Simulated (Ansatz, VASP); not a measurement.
# Two plane-wave programs on Re

```
Re
1.0
     0.00000    1.94430    1.94430
     1.94430    0.00000    1.94430
     1.94430    1.94430    0.00000
Re
1
Cartesian
  0.0000 0.0000 0.0000
```

This isn't the form of Re at room conditions, which is hcp.

Alike in both runs: task single point; functional PBEsol; k mesh 8 × 8 × 8; occupations gaussian, width 0.1 eV; no spin polarisation.

|  | VASP | Ansatz |
| --- | --- | --- |
| version | VASP 6.6.1 | Ansatz 0.2.0 |
| potentials or method | VASP PAW PBE potentials, release 64 (Re) | scalar-relativistic, plane waves, PAW |
| plane-wave cutoff (eV) | 520 | 420 |
| valence electrons in the cell | 7 | 15 |

```tsv
	VASP	Ansatz	Ansatz less VASP
gap on the k mesh at the Fermi level (eV)	none	none	-
pressure (GPa)	-3.1	-3.1	+0.02
```

A gap of «none» marks a metal or a gap that the smearing closes. The two sets of potentials don't hold the same shells in valence. Ansatz warned: «pseudo_functional_mismatch».

Caveats: the PAW data sets were made with another functional, which shifts forces and pressure a little (VASP). Spin-orbit coupling is left out, which matters for the levels of Re.
